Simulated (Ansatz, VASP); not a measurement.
## One calculation of Be, two programs

INCAR

```
SYSTEM = Be
PREC     = Accurate       ! precision mode
ENCUT    = 520            ! plane-wave cutoff, eV
EDIFF    = 1E-6           ! SCF threshold, eV
ISMEAR   = -1             ! smearing method
SIGMA    = 0.08           ! smearing width, eV
LREAL    = .False.        ! projectors in reciprocal space
LASPH    = .True.         ! aspherical terms in the spheres
NELM     = 60             ! most SCF steps
ALGO     = Normal         ! electronic algorithm
ISIF     = 2              ! what is computed and relaxed
LWAVE    = .False.        ! write WAVECAR
LCHARG   = .False.        ! write CHGCAR
GGA      = PE             ! functional
NBANDS   = 9              ! bands
```

The input KPOINTS:

```
regular mesh
0
Gamma
  19 19 11
  0 0 0
```

Contents of POSCAR:

```
Be
1.0
    2.0004717232      0.0000000000      0.0000000000
   -1.0002358616      1.7324593319      0.0000000000
    0.0000000000      0.0000000000      3.1927053413
Be
2
Direct
    0.3333333333      0.6666666667      0.2500000000
    0.6666666667      0.3333333333      0.7500000000
```

Input for Ansatz:

```yaml
crystal:
  lattice:
    - [2.0004717232, 0.0, 0.0]
    - [-1.0002358616, 1.7324593319, 0.0]
    - [0.0, 0.0, 3.1927053413]
  atoms:
    - { symbol: Be, position: [0.3333333333, 0.6666666667, 0.25] }
    - { symbol: Be, position: [0.6666666667, 0.3333333333, 0.75] }
kpoints:
  mp_grid: { grid: [19, 19, 11] }
scf:
  occupations: { method: fermi_dirac, width: 0.08 }
hamiltonian:
  xc: pbe
  pseudopotentials: { kind: paw }
output:
  forces: true
  stress: true
  eigenvalues: true
  populations: true
```

Change from the starting cell: volume scaled by 0.7, PAW files.

Alike in both runs: task single point; functional PBE; k mesh 19 × 19 × 11; occupations fermi-dirac, width 0.08 eV; no spin polarisation.

```csv
,VASP,Ansatz
version,VASP 6.6.1,Ansatz 0.2.0
potentials or method,"VASP PAW PBE potentials, release 64 (Be)","PAW with Ansatz's default frozen-core files, scalar-relativistic"
plane-wave cutoff (eV),520,420
valence electrons in the cell,4,4
```

Ansatz gave:

- pressure (GPa): 79.1

Q: Which values does VASP return?

A: Pressure (GPa): 79.6.

The functional is the same, so the differences come from potentials, cutoffs and numerics.

Caveats: the cell as given lies far from equilibrium; so large a pressure means that the cell lies far from this level's equilibrium, or that cutoff or potentials fall short (VASP).
